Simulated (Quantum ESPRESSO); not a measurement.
# Pb2S in Quantum ESPRESSO: work function with PBEsol+D3

Aim: the work function of Pb2S with PBEsol+D3.

All numbers are computed with Quantum ESPRESSO 7.5; they aren't measurements. Logs are shortened: lines on timing, memory, paths and dates and some standing lists are left out, and cuts for length are marked.

## 1. The slab as given

The cell holds a slab with vacuum, 6 atoms: a = 4.130 Å, b = 4.130 Å, c = 35.225 Å, α = 90.00°, β = 90.00°, γ = 89.21°.

## 2. Work function, PBEsol+D3

pw.in

```
&CONTROL
  calculation = 'scf'
  prefix = 'pwscf'
  outdir = './tmp'
  pseudo_dir = './pseudo'
  tprnfor = .true.
  disk_io = 'low'
/
&SYSTEM
  ibrav = 0
  celldm(1) = 8
  nat = 6
  ntyp = 2
  ecutwfc = 40
  ecutrho = 200
  nbnd = 45
  occupations = 'smearing'
  smearing = 'gaussian'
  degauss = 0.01469973
  vdw_corr = 'grimme-d3'
  dftd3_version = 3
/
&ELECTRONS
  conv_thr = 6d-09
  electron_maxstep = 150
  mixing_beta = 0.3
  mixing_mode = 'local-TF'
  tqr = .true.
/
ATOMIC_SPECIES
Pb   207.2000 pb_pbesol_v1.uspp.F.UPF
S     32.0600 s_pbesol_v1.4.uspp.F.UPF
CELL_PARAMETERS alat
  0.9755608238151  -0.0000000000000   0.0000000000000
  0.0135290860733   0.9754670085619   0.0000000000000
  0.0000000000000   0.0000000000000   8.3206422474930
ATOMIC_POSITIONS crystal
Pb     0.3412716577    0.3412716577    0.2129184490
Pb     0.0260298216    0.0260298216    0.4546650356
S      0.5257681466    0.5257681466    0.4672237316
S      0.0251840724    0.0251840724    0.5327762684
Pb     0.5249223974    0.5249223974    0.5453349644
Pb     0.2096805613    0.2096805613    0.7870815510
K_POINTS automatic
7 7 1 0 0 0
```

pp_density.in

```
&INPUTPP
  prefix = 'pwscf'
  outdir = './tmp'
  filplot = 'density.dat'
  plot_num = 0
/
&PLOT
  nfile = 1
  filepp(1) = 'density.dat'
  iflag = 3
  output_format = 6
  fileout = 'density.cube'
/
```

pp_potential.in

```
&INPUTPP
  prefix = 'pwscf'
  outdir = './tmp'
  filplot = 'potential.dat'
  plot_num = 11
/
&PLOT
  nfile = 1
  filepp(1) = 'potential.dat'
  iflag = 3
  output_format = 6
  fileout = 'potential.cube'
/
```

Potentials or basis: GBRV 1.5 PBEsol.

Run with:

```
$ OMP_NUM_THREADS=1 mpirun -n 2 pw.x -nk 2 -in pw.in > pw.out
$ OMP_NUM_THREADS=1 mpirun -n 1 pp.x -in pp_density.in > pp_density.out
$ OMP_NUM_THREADS=1 mpirun -n 1 pp.x -in pp_potential.in > pp_potential.out
```

pw.out:

```text
This program is part of the open-source Quantum ESPRESSO suite
     for quantum simulation of materials; please cite
         "P. Giannozzi et al., J. Phys.:Condens. Matter 21 395502 (2009);
         "P. Giannozzi et al., J. Phys.:Condens. Matter 29 465901 (2017);
         "P. Giannozzi et al., J. Chem. Phys. 152 154105 (2020);
     in publications or presentations arising from this work. More details at

     K-points division:     npool     =       2
     Subspace diagonalization in iterative solution of the eigenvalue problem:
     a serial algorithm will be used

     G-vector sticks info
     --------------------
     sticks:   dense  smooth     PW     G-vecs:    dense   smooth      PW
     Sum         969     773    223               193715   138477   21699

     Using Slab Decomposition

     bravais-lattice index     =            0
     lattice parameter (alat)  =       8.0000  a.u.
     unit-cell volume          =    4054.0934 (a.u.)^3
     number of atoms/cell      =            6
     number of atomic types    =            2
     number of electrons       =        68.00
     number of Kohn-Sham states=           45
     kinetic-energy cutoff     =      40.0000  Ry
     charge density cutoff     =     200.0000  Ry
     scf convergence threshold =      6.0E-09
     mixing beta               =       0.3000
     number of iterations used =            8  local-TF  mixing
     Exchange-correlation= SLA  PW   PSX  PSC
                           (   1   4  10   8   0   0   0)

     celldm(1)=   8.000000  celldm(2)=   0.000000  celldm(3)=   0.000000
     celldm(4)=   0.000000  celldm(5)=   0.000000  celldm(6)=   0.000000

     crystal axes: (cart. coord. in units of alat)
               a(1) = (   0.975561  -0.000000   0.000000 )
               a(2) = (   0.013529   0.975467   0.000000 )
               a(3) = (   0.000000   0.000000   8.320642 )

     reciprocal axes: (cart. coord. in units 2 pi/alat)
               b(1) = (  1.025051 -0.014217  0.000000 )
               b(2) = (  0.000000  1.025150 -0.000000 )
               b(3) = ( -0.000000  0.000000  0.120183 )

     PseudoPot. # 1 for Pb read from file:
     pb_pbesol_v1.uspp.F.UPF
     Pseudo is Ultrasoft + core correction, Zval = 14.0
     Generated by new atomic code, or converted to UPF format
     Using radial grid of  899 points,  6 beta functions with:
                l(1) =   0
                l(2) =   0
                l(3) =   1
                l(4) =   1
                l(5) =   2
                l(6) =   2
     Q(r) pseudized with  6 coefficients,  rinner =    1.000   1.000   1.000
                                                       1.000   1.000

     PseudoPot. # 2 for S  read from file:
     s_pbesol_v1.4.uspp.F.UPF
     Pseudo is Ultrasoft + core correction, Zval =  6.0
     Generated by new atomic code, or converted to UPF format
     Using radial grid of  907 points,  6 beta functions with:
                l(1) =   0
                l(2) =   0
                l(3) =   1
                l(4) =   1
                l(5) =   2
                l(6) =   2
     Q(r) pseudized with  8 coefficients,  rinner =    1.300   1.300   1.300
                                                       1.300   1.300

     atomic species   valence    mass     pseudopotential
     Pb               14.00   207.20000     Pb( 1.00)
     S                 6.00    32.06000     S ( 1.00)

     No symmetry found

   Cartesian axes

     site n.     atom                  positions (alat units)
         1        Pb     tau(   1) = (   0.3375484   0.3328992   1.7716182  )
         2        Pb     tau(   2) = (   0.0257458   0.0253912   3.7831051  )
         3        S      tau(   3) = (   0.5200320   0.5128695   3.8876015  )
         4        S      tau(   4) = (   0.0249093   0.0245662   4.4330407  )
         5        Pb     tau(   5) = (   0.5191954   0.5120445   4.5375371  )
         6        Pb     tau(   6) = (   0.2073929   0.2045365   6.5490240  )

     --------------------------------------------
     DFT-D3 Dispersion Correction (3-body terms):
     --------------------------------------------
       Reference C6 values for interpolation:

         atom   Coordination number   C6
         S          0.000           268.01
         S          0.995           261.99
         S          1.990           251.62
         Pb         0.000          1477.63
         Pb         0.938          1266.00
         Pb         1.936          1088.91
         Pb         2.908          1048.37
         Pb         3.910           910.57

       Values used:

         atom   Coordination number  R0_AB[au]  C6      C8
         Pb         0.293            4.041   1431.08 226563.68
         Pb         4.068            4.041    911.23 144262.62
         S          3.687            3.128    251.62  12327.25
         S          3.687            3.128    251.62  12327.25
         Pb         4.068            4.041    911.23 144262.62
         Pb         0.293            4.041   1431.08 226563.68

         Molecular C6 ( Ry / a.u.^6 ) =     27882.96

     number of k points=    25  Gaussian smearing, width (Ry)=  0.0147
                       cart. coord. in units 2pi/alat
        k(    1) = (   0.0000000   0.0000000   0.0000000), wk =   0.0408163
        k(    2) = (   0.0000000   0.1464500   0.0000000), wk =   0.0816327
        k(    3) = (   0.0000000   0.2929000   0.0000000), wk =   0.0816327
        k(    4) = (   0.0000000   0.4393500   0.0000000), wk =   0.0816327
        k(    5) = (   0.1464359  -0.0020310   0.0000000), wk =   0.0816327
        k(    6) = (   0.1464359   0.1444190   0.0000000), wk =   0.0816327
[... 17 lines left out ...]
        k(   24) = (   0.4393077  -0.2989929   0.0000000), wk =   0.0816327
        k(   25) = (   0.4393077  -0.1525429   0.0000000), wk =   0.0816327

     Dense  grid:   193715 G-vectors     FFT dimensions: (  36,  36, 300)

     Smooth grid:   138477 G-vectors     FFT dimensions: (  32,  32, 270)
     Real space treatment of Q(r)

     Check: negative core charge=   -0.000006

     Initializing real-space augmentation for DENSE grid
     Message from routine real_space_q:
     integrated real space q too different from target q
     Largest difference:   0.000484 for atom type # 1

     Initial potential from superposition of free atoms

     starting charge      67.9915, renormalised to      68.0000

     negative rho (up, down):  6.633E-02 0.000E+00
     Starting wfcs are   44 randomized atomic wfcs +    1 random wfcs

     Self-consistent Calculation

     iteration #  1     ecut=    40.00 Ry     beta= 0.30
     Davidson diagonalization with overlap
     ethr =  1.00E-02,  avg # of iterations =  5.2

     Threshold (ethr) on eigenvalues was too large:
     Diagonalizing with lowered threshold

     Davidson diagonalization with overlap
     ethr =  6.19E-04,  avg # of iterations =  1.6

     negative rho (up, down):  6.433E-02 0.000E+00

     total energy              =    -703.49539687 Ry
     estimated scf accuracy    <       0.42341152 Ry

     iteration #  2     ecut=    40.00 Ry     beta= 0.30
     Davidson diagonalization with overlap
     ethr =  6.23E-04,  avg # of iterations =  1.2
[... 46 lines left out ...]
     negative rho (up, down):  6.388E-02 0.000E+00

     total energy              =    -703.44310381 Ry
     estimated scf accuracy    <       0.00303784 Ry

     iteration #  8     ecut=    40.00 Ry     beta= 0.30
     Davidson diagonalization with overlap
     c_bands:  1 eigenvalues not converged
     ethr =  4.47E-06,  avg # of iterations =  7.8

     negative rho (up, down):  6.441E-02 0.000E+00

     total energy              =    -703.44300034 Ry
     estimated scf accuracy    <       0.00262639 Ry

     iteration #  9     ecut=    40.00 Ry     beta= 0.30
     Davidson diagonalization with overlap
     ethr =  3.86E-06,  avg # of iterations =  2.9
[... 19 lines left out ...]
     negative rho (up, down):  6.882E-02 0.000E+00

     total energy              =    -703.44192832 Ry
     estimated scf accuracy    <       0.00129263 Ry

     iteration # 12     ecut=    40.00 Ry     beta= 0.30
     Davidson diagonalization with overlap
     c_bands:  1 eigenvalues not converged
     ethr =  1.90E-06,  avg # of iterations = 13.0

     negative rho (up, down):  6.724E-02 0.000E+00

     total energy              =    -703.44257378 Ry
     estimated scf accuracy    <       0.00042252 Ry

     iteration # 13     ecut=    40.00 Ry     beta= 0.30
     Davidson diagonalization with overlap
     ethr =  6.21E-07,  avg # of iterations = 12.1
[... 105 lines left out ...]
     iteration # 25     ecut=    40.00 Ry     beta= 0.30
     Davidson diagonalization with overlap
     ethr =  4.41E-11,  avg # of iterations =  2.0

     negative rho (up, down):  6.622E-02 0.000E+00

     End of self-consistent calculation

          k = 0.0000 0.0000 0.0000 ( 17259 PWs)   bands (ev):

   -17.6172 -17.6128 -17.5508 -17.5503 -17.5480 -17.5473 -17.4568 -17.4477
   -17.4165 -17.4101 -16.8656 -16.7881 -16.7790 -16.7783 -16.7411 -16.7367
   -16.7186 -16.7154 -16.7100 -16.7079 -13.3796 -11.8774  -8.8966  -8.8965
    -7.7016  -6.0961  -3.8229  -3.1479  -3.0057  -2.0189  -1.9007  -0.7192
    -0.7189  -0.5669   0.7369   2.3247   2.3248   2.3605   2.3607   2.4785
     2.7163   2.9038   3.5291   3.6627   4.2716

          k = 0.0000 0.1464 0.0000 ( 17250 PWs)   bands (ev):
[... 208 lines left out ...]
   -17.6042 -17.5997 -17.5638 -17.5609 -17.5521 -17.5492 -17.4316 -17.4252
   -17.4136 -17.4044 -16.8130 -16.7938 -16.7580 -16.7553 -16.7526 -16.7462
   -16.7243 -16.7204 -16.7199 -16.7186 -12.2863 -11.8912  -8.4736  -8.2981
    -8.2979  -8.0708  -3.0951  -2.8030  -2.1671  -2.0357  -1.4451  -1.2762
    -1.2761  -0.9619   0.2855   0.2857   1.4393   1.8474   1.8476   1.9075
     2.6981   2.7837   3.8513   3.8730   4.1690

     the Fermi energy is    -0.2678 ev

!    total energy              =    -703.44193136 Ry
     estimated scf accuracy    <          3.7E-09 Ry
     smearing contrib. (-TS)   =      -0.00730050 Ry
     internal energy E=F+TS    =    -703.43463086 Ry

     The total energy is F=E-TS. E is the sum of the following terms:
     one-electron contribution =   -2104.73960733 Ry
     hartree contribution      =    1075.42233343 Ry
     xc contribution           =    -268.28256486 Ry
     ewald contribution        =     594.20179787 Ry
     DFT-D3 Dispersion         =      -0.03658997 Ry

     convergence has been achieved in  25 iterations

     negative rho (up, down):  6.622E-02 0.000E+00

     Forces acting on atoms (cartesian axes, Ry/au):

     atom    1 type  1   force =    -0.00490695   -0.00483954    0.00426563
     atom    2 type  1   force =     0.00155481    0.00153396    0.01949944
     atom    3 type  2   force =    -0.00021816   -0.00021555    0.00836131
     atom    4 type  2   force =     0.00000972    0.00000929   -0.00900915
     atom    5 type  1   force =     0.00234923    0.00231700   -0.02036888
     atom    6 type  1   force =     0.00121136    0.00119485   -0.00274835

     Total force =     0.032219     Total SCF correction =     0.000180

=------------------------------------------------------------------------------=
   JOB DONE.
=------------------------------------------------------------------------------=
```

It took 6.6 min on 2 MPI ranks of Arm Neoverse V2, shared host; peak memory 0.88 GiB.

What came out:

| Quantity | Value |
| --- | --- |
| Free energy | -9570.8150 eV |
| Largest force | 0.531 eV/Å |
| Band gap on the k mesh | none (metal or under the smearing width) |
| Work function of the upper face | 3.91 eV |
| Work function of the lower face | 3.91 eV |

Forces in eV/Å, atoms in the order of the input:
```
Pb  -0.126 -0.124  0.110
Pb   0.040  0.039  0.501
S   -0.006 -0.006  0.215
S    0.000  0.000 -0.232
Pb   0.060  0.060 -0.524
Pb   0.031  0.031 -0.071
```

Caveat: real space augmentation costs some meV and hundredths of eV per Å. The run has no spin-orbit coupling, so splittings on Pb are missing.
